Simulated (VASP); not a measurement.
# As (Pm-3m) in VASP: notebook

One crystal, As, is run at these levels: LDA, PBE; tasks: atomic charges, electron localisation function, single point.

All numbers are computed with VASP 6.6.1; they aren't measurements. Logs are shortened: lines on timing, memory, paths and dates and some standing lists are left out, and cuts for length are marked.

### 1 The structure

It takes space group Pm-3m (No. 221, cubic). Conventional cell: a = 2.704 Å, b = 2.704 Å, c = 2.704 Å, α = 90.00°, β = 90.00°, γ = 90.00°. As (site symmetry m-3m) has 6 As at 2.70 Å as nearest neighbours.

This isn't the form of As at room conditions, which is rhombohedral.

### 2 Atomic charges, LDA

Input file INCAR:

```
  PREC = Accurate
  ENCUT = 520
  EDIFF = 1E-6
  ISMEAR = 0
  SIGMA = 0.02
  LREAL = F
  LASPH = T
  NELM = 60
  ALGO = Fast
  ISIF = 2
  LWAVE = F
  LCHARG = F
  LORBIT = 10
```

Input file KPOINTS:

```
regular mesh
0
Gamma
  10 10 10
```

Input file POSCAR:

```
As
1.0
    2.7036817444      0.0000000000      0.0000000000
    0.0000000000      2.7036817444      0.0000000000
    0.0000000000      0.0000000000      2.7036817444
As
1
Direct
    0.5000000000      0.5000000000      0.5000000000
```

Potentials or basis: VASP PAW LDA potentials, release 64 (As).

Command:

```sh
cat potpaw_LDA.64/As/POTCAR > POTCAR
mpirun -np 1 vasp_std > vasp.out
```

OUTCAR:

```text
PREC = Accurate
   ENCUT = 520
   EDIFF = 1E-6
   ISMEAR = 0
   LREAL = F
   LASPH = T
   NELM = 60
   ISIF = 2
   LORBIT = 10

 ion  position               nearest neighbor table
   1  0.500  0.500  0.500-

  LATTYP: Found a simple cubic cell.
 ALAT       =     2.7036817444

  Lattice vectors:

 A1 = (   2.7036817444,   0.0000000000,   0.0000000000)
 A2 = (   0.0000000000,   2.7036817444,   0.0000000000)
 A3 = (   0.0000000000,   0.0000000000,   2.7036817444)

Analysis of symmetry for initial positions (statically):
=====================================================================
 Subroutine PRICEL returns:
 Original cell was already a primitive cell.

 Routine SETGRP: Setting up the symmetry group for a
 simple cubic supercell.

 Subroutine GETGRP returns: Found 48 space group operations
 (whereof 48 operations were pure point group operations)
 out of a pool of 48 trial point group operations.

The static configuration has the point symmetry O_h .

Analysis of symmetry for dynamics (positions and initial velocities):
=====================================================================
 Subroutine PRICEL returns:
 Original cell was already a primitive cell.

 Routine SETGRP: Setting up the symmetry group for a
 simple cubic supercell.

 Subroutine GETGRP returns: Found 48 space group operations
 (whereof 48 operations were pure point group operations)
 out of a pool of 48 trial point group operations.

The dynamic configuration has the point symmetry O_h .

 Subroutine INISYM returns: Found 48 space group operations
 (whereof 48 operations are pure point group operations),
 and found     1 'primitive' translations

----------------------------------------------------------------------------------------

                                     Primitive cell

  volume of cell :      19.7636

  direct lattice vectors                    reciprocal lattice vectors
     2.703681744  0.000000000  0.000000000     0.369866018  0.000000000  0.000000000
     0.000000000  2.703681744  0.000000000     0.000000000  0.369866018  0.000000000
     0.000000000  0.000000000  2.703681744     0.000000000  0.000000000  0.369866018

  length of vectors
     2.703681744  2.703681744  2.703681744     0.369866018  0.369866018  0.369866018

  position of ions in fractional coordinates (direct lattice)
     0.500000000  0.500000000  0.500000000

  ion indices of the primitive-cell ions
   primitive index   ion index
                 1           1

----------------------------------------------------------------------------------------

 KPOINTS: regular mesh

Automatic generation of k-mesh.
 Grid dimensions read from file:
 generate k-points for:   10   10   10

 Generating k-lattice:

  Cartesian coordinates                     Fractional coordinates (reciprocal lattice)
     0.036986602  0.000000000  0.000000000     0.100000000  0.000000000  0.000000000
     0.000000000  0.036986602  0.000000000     0.000000000  0.100000000  0.000000000
     0.000000000  0.000000000  0.036986602     0.000000000  0.000000000  0.100000000

  Length of vectors
     0.036986602  0.036986602  0.036986602

  Shift w.r.t. Gamma in fractional coordinates (k-lattice)
     0.000000000  0.000000000  0.000000000

 Subroutine IBZKPT returns following result:
 ===========================================

 Found     56 irreducible k-points:

 Following reciprocal coordinates:
            Coordinates               Weight
  0.000000  0.000000  0.000000      1.000000
  0.100000  0.000000  0.000000      6.000000
  0.200000  0.000000  0.000000      6.000000
  0.300000  0.000000  0.000000      6.000000
  0.400000  0.000000  0.000000      6.000000
  0.500000  0.000000  0.000000      3.000000
[... 16 lines left out ...]
  0.200000  0.100000  0.100000     24.000000
  0.300000  0.100000  0.100000     24.000000
 [... further k-points ...]
   k-points           NKPTS =     56   k-points in BZ     NKDIM =     56   number of bands    NBANDS=      6
   number of dos      NEDOS =    301   number of ions     NIONS =      1
   total plane-waves  NPLWV =   8000
   dimension x,y,z NGX =    20 NGY =   20 NGZ =   20
   dimension x,y,z NGXF=    40 NGYF=   40 NGZF=   40
   ions per type =               1
   NGX,Y,Z   is equivalent  to a cutoff of  12.30, 12.30, 12.30 a.u.
   NGXF,Y,Z  is equivalent  to a cutoff of  24.60, 24.60, 24.60 a.u.
 SYSTEM =  unknown system
   PREC   = accura    normal or accurate (medium, high low for compatibility)
   ISTART =      0    job   : 0-new  1-cont  2-samecut
   ICHARG =      2    charge: 1-file 2-atom 10-const
   ISPIN  =      1    spin polarized calculation?
   LNONCOLLINEAR =      F non collinear calculations
   LSORBIT =      F    spin-orbit coupling
   LASPH  =      T    aspherical Exc in radial PAW
   ENCUT  =  520.0 eV  38.22 Ry    6.18 a.u.   5.03  5.03  5.03*2*pi/ulx,y,z
   NELM   =     60;   NELMIN=  2; NELMDL= -5     # of ELM steps
   EDIFF  = 0.1E-05   stopping-criterion for ELM
   LREAL  =      F    real-space projection
   EDIFFG = 0.1E-04   stopping-criterion for IOM
   NSW    =      0    number of steps for IOM
   IBRION =     -1    ionic relax: 0-MD 1-quasi-New 2-CG
   NFREE  =      0    steps in history (QN), initial steepest desc. (CG)
   ISIF   =      2    stress and relaxation
   ISYM   =      2    0-nonsym 1-usesym 2-fastsym
   POTIM  = 0.5000    time-step for ionic-motion
   TEBEG  =    0.0;   TEEND  =   0.0 temperature during run
   PSTRESS=    0.0 pullay stress
   NELECT =       5.0000    total number of electrons
   NUPDOWN=      -1.0000    fix difference up-down
   EMIN   =  10.00;   EMAX   =-10.00  energy-range for DOS
   EFERMI =   0.00;   METHOD = LEGACY
   ISMEAR =     0;   SIGMA  =   0.02  broadening in eV -4-tet -1-fermi 0-gaus
   EFERMI_NEDOS =   21; number of points for ismear=-14 and -15
   IALGO  =     68    algorithm
   IMIX   =      4    mixing-type and parameters
     AMIX     =   0.40;   BMIX     =  1.00
     AMIX_MAG =   1.60;   BMIX_MAG =  1.00
  volume/ion in A,a.u.               =      19.76       133.37
  Fermi-wavevector in a.u.,A,eV,Ry     =   1.035403  1.956627 14.586243  1.072059
  Thomas-Fermi vector in A             =   2.169744
   LORBIT       =     10    0 simple, 1 ext, 2 COOP (PROOUT), +10 PAW based schemes
   GGA     = CA    functional components
   LHFCALC =     F    Hartree Fock is set to
   AEXX    =    0.0000 exact exchange contribution
   IVDW    =     0    specifies the selected vdW correction
   LEPSILON=     F    determine dielectric tensor
   LRPA    =     F    only Hartree local field effects (RPA)
 non-spin polarized calculation
 RMM-DIIS sequential band-by-band and
 Gauss-broadening in eV      SIGMA  =   0.02
  energy-cutoff  :      520.00
  volume of cell :       19.76
 maximum number of plane-waves:       554
   NGX = 11   NGY = 11   NGZ = 11

 number of electron       5.0000001 magnetization

 Free energy of the ion-electron system (eV)
  ---------------------------------------------------
  ext. energy  EPLUGINS =         0.00000000
  ---------------------------------------------------
  free energy    TOTEN  =        -5.32931245 eV

  energy without entropy =       -5.32928599  energy(sigma->0) =       -5.32929922

 E-fermi :   5.8788     XC(G=0): -10.5876

 val. band max:        5.8508999190   @ k =   0.3000   0.3000   0.3000
 cond. band min:       5.9091387625   @ k =   0.2000   0.2000   0.0000
 fundamental gap:      0.0582388434
 Fermi energy:         5.8788374229

 k-point     1 :       0.0000    0.0000    0.0000
  band No.  band energies     occupation
      1      -9.0392      2.00000
      2      10.0469      0.00000
      3      10.0469      0.00000
      4      10.0469      0.00000
      5      14.5287      0.00000
      6      14.5287      0.00000

 k-point     2 :       0.1000    0.0000    0.0000
  band No.  band energies     occupation
      1      -8.8557      2.00000
      2       8.0268      0.00000
      3      10.2076      0.00000
      4      10.2076      0.00000
      5      14.6936      0.00000
      6      15.6757      0.00000

 k-point     3 :       0.2000    0.0000    0.0000
  band No.  band energies     occupation
      1      -8.3153      2.00000
      2       4.9702      2.00000
      3      10.6660      0.00000
      4      10.6660      0.00000
      5      15.1761      0.00000
      6      16.4449      0.00000

 k-point     4 :       0.3000    0.0000    0.0000
  band No.  band energies     occupation
      1      -7.4639      2.00000
      2       2.1741      2.00000
      3      11.3351      0.00000
      4      11.3351      0.00000
      5      15.9254      0.00000
      6      17.3918      0.00000

 k-point     5 :       0.4000    0.0000    0.0000
  band No.  band energies     occupation
      1      -6.4669      2.00000
      2      -0.0211      2.00000
      3      12.0086      0.00000
      4      12.0086      0.00000
      5      16.7733      0.00000
      6      18.6644      0.00000
[... 136 lines left out ...]
 k-point    21 :       0.5000    0.5000    0.0000
  band No.  band energies     occupation
      1      -2.6561      2.00000
      2       1.6945      2.00000
      3       1.6945      2.00000
      4       8.4414      0.00000
      5      14.4452      0.00000
      6      22.4407      0.00000

 k-point    22 :       0.1000    0.1000    0.1000
  band No.  band energies     occupation
      1      -8.4886      2.00000
      2       8.2064      0.00000
      3       8.2064      0.00000
      4       8.7110      0.00000
      5      17.3742      0.00000
      6      17.3742      0.00000

 k-point    23 :       0.2000    0.1000    0.1000
  band No.  band energies     occupation
      1      -7.9482      2.00000
      2       5.3034      2.00000
      3       8.6768      0.00000
      4       9.0744      0.00000
      5      17.8329      0.00000
      6      18.4158      0.00000

 k-point    24 :       0.3000    0.1000    0.1000
  band No.  band energies     occupation
      1      -7.0967      2.00000
      2       2.5197      2.00000
      3       9.3732      0.00000
      4       9.8284      0.00000
      5      18.3926      0.00000
      6      18.5123      0.00000

 [... further k-points ...]
[... 5 lines left out ...]
  --------------------------------------------------------------------------------------
  -------------------------------------------------------------------------------------
  Total       -0.3452598     -0.3452598     -0.3452598      0.0000000      0.0000000     -0.0000000
  in kB      -27.9891587    -27.9891587    -27.9891587      0.0000000      0.0000000     -0.0000000
  external PRESSURE =     -27.9891587 kB  Pullay stress =       0.0000000 kB

 VOLUME and BASIS-vectors are now :
 -----------------------------------------------------------------------------
  energy-cutoff  :      520.00
  volume of cell :       19.76
      direct lattice vectors                 reciprocal lattice vectors
     2.703681744  0.000000000  0.000000000     0.369866018  0.000000000  0.000000000
     0.000000000  2.703681744  0.000000000     0.000000000  0.369866018  0.000000000
     0.000000000  0.000000000  2.703681744     0.000000000  0.000000000  0.369866018

 POSITION                                       TOTAL-FORCE (eV/Angst)
 -----------------------------------------------------------------------------------
      1.35184      1.35184      1.35184         0.000000      0.000000      0.000000
 -----------------------------------------------------------------------------------
    total drift:                                0.000000      0.000000      0.000000

  FREE ENERGIE OF THE ION-ELECTRON SYSTEM (eV)
  ---------------------------------------------------
  free  energy   TOTEN  =        -5.3293124503 eV

  energy  without entropy=       -5.3292859852  energy(sigma->0) =       -5.32929922

 total charge

# of ion       s       p       d       tot
------------------------------------------
    1        1.304   1.338   0.054   2.696
```

Run time: 3.3 s. Hardware: 1 thread of Intel Xeon 6975P-C (Granite Rapids), shared host; peak memory 0.11 GiB.

What came out:

```
Free energy                                           : -5.3293 eV
Pressure                                              : -2.8 GPa
Band gap on the k mesh                                : none (metal or under the smearing width)
Valence electrons inside the program's atomic spheres : As 2.70
```

Levels at points of the mesh, in eV from the Fermi level:
| k point | band 1 | band 2 | band 3 | band 4 | band 5 |
| --- | --- | --- | --- | --- | --- |
| (0.00, 0.00, 0.00) | -14.92 | 4.17 | 4.17 | 4.17 | 8.65 |
| (0.50, 0.00, 0.00) | -11.79 | -6.86 | 6.44 | 6.44 | 11.34 |
| (0.50, 0.50, 0.00) | -8.53 | -4.18 | -4.18 | 2.56 | 8.57 |
| (0.50, 0.50, 0.50) | -4.96 | -1.75 | -1.75 | -1.75 | 6.04 |

### 3 Electron localisation function, LDA

Input file INCAR:

```
SYSTEM = As
ALGO = Normal ; EDIFF = 1E-6
ENCUT = 520 ; ISIF = 2
ISMEAR = 0 ; LASPH = .True.
LCHARG = .True. ; LELF = .True.
LREAL = .False. ; LWAVE = .False.
NELM = 100 ; PREC = Accurate
SIGMA = 0.02
```

Input file KPOINTS:

```
k-points
0
Gamma
  10 10 10
  0 0 0
```

POSCAR is that of step 2.

Potentials or basis: VASP PAW LDA potentials, release 64 (As).

Command:

```sh
cat potpaw_LDA.64/As/POTCAR > POTCAR
mpirun -np 1 vasp_std > vasp.out
```

Run time: 3.3 s. Hardware: 1 thread of Intel Xeon 6975P-C (Granite Rapids), shared host; peak memory 0.1 GiB.

Results (log left out):

```
Free energy            : -5.3293 eV
Pressure               : -2.8 GPa
Band gap on the k mesh : none (metal or under the smearing width)
```

Levels at points of the mesh, in eV from the Fermi level:
```
           k point  band 1  band 2  band 3  band 4  band 5  band 6
(0.00, 0.00, 0.00)  -14.92    4.17    4.17    4.17    8.65    8.65
(0.50, 0.00, 0.00)  -11.79   -6.86    6.44    6.44   11.34   14.09
(0.50, 0.50, 0.00)   -8.53   -4.18   -4.18    2.56    8.57   16.56
(0.50, 0.50, 0.50)   -4.96   -1.75   -1.75   -1.75    6.04    6.04
```

### 4 Single point, PBE

Input file INCAR:

```
PREC     = Accurate       # precision mode
ENCUT    = 450            # plane-wave cutoff, eV
EDIFF    = 1E-6           # SCF threshold, eV
ISMEAR   = 0              # smearing method
SIGMA    = 0.02           # smearing width, eV
LREAL    = False          # projectors in reciprocal space
LASPH    = True           # aspherical terms in the spheres
NELM     = 80             # most SCF steps
ALGO     = Fast           # electronic algorithm
ISIF     = 2              # what is computed and relaxed
LWAVE    = False          # write WAVECAR
LCHARG   = True           # write CHGCAR
GGA      = PE             # functional
LELF     = True           # ELF
LVHAR    = True
```

Input file KPOINTS:

```
Automatic mesh
0
Gamma
  6 6 6
```

POSCAR is that of step 3.

Potentials or basis: VASP PAW PBE potentials, release 64 (As_GW).

Command:

```sh
cat potpaw_PBE.64/As_GW/POTCAR > POTCAR
mpirun -np 1 vasp_std > vasp.out
```

Wall time 2.3 s (1 thread of Intel Xeon Platinum 8488C (Sapphire Rapids), shared host); peak memory 0.11 GiB.

It converged, with:

| Property | Result |
| --- | --- |
| Free energy | -4.5836 eV |
| Pressure | 2.2 GPa |
| Band gap on the k mesh | none (metal or under the smearing width) |

Levels at points of the mesh, in eV from the Fermi level:
```tsv
k point	band 1	band 2	band 3	band 4	band 5	band 6
(0.00, 0.00, 0.00)	-15.34	3.79	3.79	3.79	8.14	8.14
(0.50, 0.00, 0.00)	-12.20	-7.29	6.09	6.09	10.81	13.77
(0.50, 0.50, 0.00)	-8.92	-4.62	-4.62	2.15	8.25	16.07
(0.50, 0.50, 0.50)	-5.29	-2.18	-2.18	-2.18	5.58	5.58
```

Caveat: the k mesh is coarse (spacing up to 0.39 Å⁻¹), so the values aren't converged.

### 5 Single point, PBE

Input file INCAR:

```
SYSTEM = As
PREC     = Accurate       ! precision mode
ENCUT    = 500            ! plane-wave cutoff, eV
EDIFF    = 1E-7           ! SCF threshold, eV
ISMEAR   = 0              ! smearing method
SIGMA    = 0.02           ! smearing width, eV
LREAL    = .FALSE.        ! projectors in reciprocal space
LASPH    = .TRUE.         ! aspherical terms in the spheres
NELM     = 60             ! most SCF steps
ALGO     = Normal         ! electronic algorithm
ISIF     = 2              ! what is computed and relaxed
LWAVE    = .FALSE.        ! write WAVECAR
LCHARG   = .FALSE.        ! write CHGCAR
GGA      = PE             ! functional
```

Input file KPOINTS:

```
Automatic mesh
0
G
  6 6 6
  0 0 0
```

POSCAR is that of step 4.

Command:

```sh
cat potpaw_PBE.64/As_GW/POTCAR > POTCAR
mpirun -np 1 vasp_std > vasp.out
```

It took 1.7 s on 1 thread of Intel Xeon 6975P-C (Granite Rapids), shared host; peak memory 0.12 GiB.

Results (log left out):

| Property | Result |
| --- | --- |
| Free energy | -4.5837 eV |
| Pressure | 2.2 GPa |
| Band gap on the k mesh | none (metal or under the smearing width) |

Levels at points of the mesh, in eV from the Fermi level:
| k point | band 1 | band 2 | band 3 | band 4 | band 5 | band 6 |
| --- | --- | --- | --- | --- | --- | --- |
| (0.00, 0.00, 0.00) | -15.34 | 3.79 | 3.79 | 3.79 | 8.14 | 8.14 |
| (0.50, 0.00, 0.00) | -12.20 | -7.29 | 6.09 | 6.09 | 10.81 | 13.77 |
| (0.50, 0.50, 0.00) | -8.92 | -4.63 | -4.63 | 2.15 | 8.25 | 16.07 |
| (0.50, 0.50, 0.50) | -5.29 | -2.18 | -2.18 | -2.18 | 5.58 | 5.58 |

Caveat: the k mesh is coarse (spacing up to 0.39 Å⁻¹), so the values aren't converged.

### 6 Single point, PBE

Input file INCAR:

```
ALGO = Normal
EDIFF = 1E-6
ENCUT = 500
GGA = PE
ISIF = 2
ISMEAR = 0
LASPH = True
LCHARG = False
LREAL = False
LWAVE = False
NELM = 100
PREC = Accurate
SIGMA = 0.02
```

Input file KPOINTS:

```
k-points
0
Gamma
  4 4 4
```

POSCAR is that of step 5.

Potentials or basis: VASP PAW PBE potentials, release 64 (As_GW).

Command:

```sh
cat potpaw_PBE.64/As_GW/POTCAR > POTCAR
mpirun -np 1 vasp_std > vasp.out
```

Wall time 1.4 s (1 thread of Intel Xeon 6975P-C (Granite Rapids), shared host); peak memory 0.11 GiB.

The run converged. Its results:

```
Free energy            : -4.1155 eV
Pressure               : 1.0 GPa
Band gap on the k mesh : none (metal or under the smearing width)
```

Levels at points of the mesh, in eV from the Fermi level:
```tsv
k point	band 1	band 2	band 3	band 4	band 5	band 6
(0.00, 0.00, 0.00)	-15.29	3.85	3.85	3.85	8.20	8.20
(0.50, 0.00, 0.00)	-12.15	-7.23	6.14	6.14	10.87	13.85
(0.50, 0.50, 0.00)	-8.87	-4.56	-4.56	2.24	8.29	16.12
(0.50, 0.50, 0.50)	-5.26	-2.13	-2.13	-2.13	5.66	5.66
```

Caveat: the k mesh is coarse (spacing up to 0.58 Å⁻¹), so the values aren't converged.

### 7 For comparison

An earlier run on the cell as given: functional PBE; potentials or basis VASP PAW PBE potentials, release 64 (As); cutoff 520 eV; k mesh 10 × 10 × 10; occupations fermi-dirac, width 0.05 eV; no spin polarisation.

- Pressure: 2.4 GPa
- Band gap on the k mesh: none (metal or under the smearing width)

### 8 Summary

| task | level | potentials or basis | k mesh | cutoff (eV) | smearing | mesh quality | gap on the mesh (eV) | pressure (GPa) |
| --- | --- | --- | --- | --- | --- | --- | --- | --- |
| atomic charges | LDA | VASP PAW LDA potentials, release 64 (As) | 10 × 10 × 10 | 520 | gaussian 0.02 eV | not flagged | none | -2.8 |
| electron localisation function | LDA | VASP PAW LDA potentials, release 64 (As) | 10 × 10 × 10 | 520 | gaussian 0.02 eV | not flagged | none | -2.8 |
| single point | PBE | VASP PAW PBE potentials, release 64 (As_GW) | 6 × 6 × 6 | 450 | gaussian 0.02 eV | coarse | none | 2.2 |
| single point | PBE | VASP PAW PBE potentials, release 64 (As_GW) | 6 × 6 × 6 | 500 | gaussian 0.02 eV | coarse | none | 2.2 |
| single point | PBE | VASP PAW PBE potentials, release 64 (As_GW) | 4 × 4 × 4 | 500 | gaussian 0.02 eV | coarse | none | 1.0 |
| single point | PBE | VASP PAW PBE potentials, release 64 (As) | 10 × 10 × 10 | 520 | fermi-dirac 0.05 eV | not flagged | none | 2.4 |

Alike in all rows: no spin polarisation; cell as given.

Caveats: some runs use coarse meshes.

Absolute energies hang on the potentials; compare differences alone.
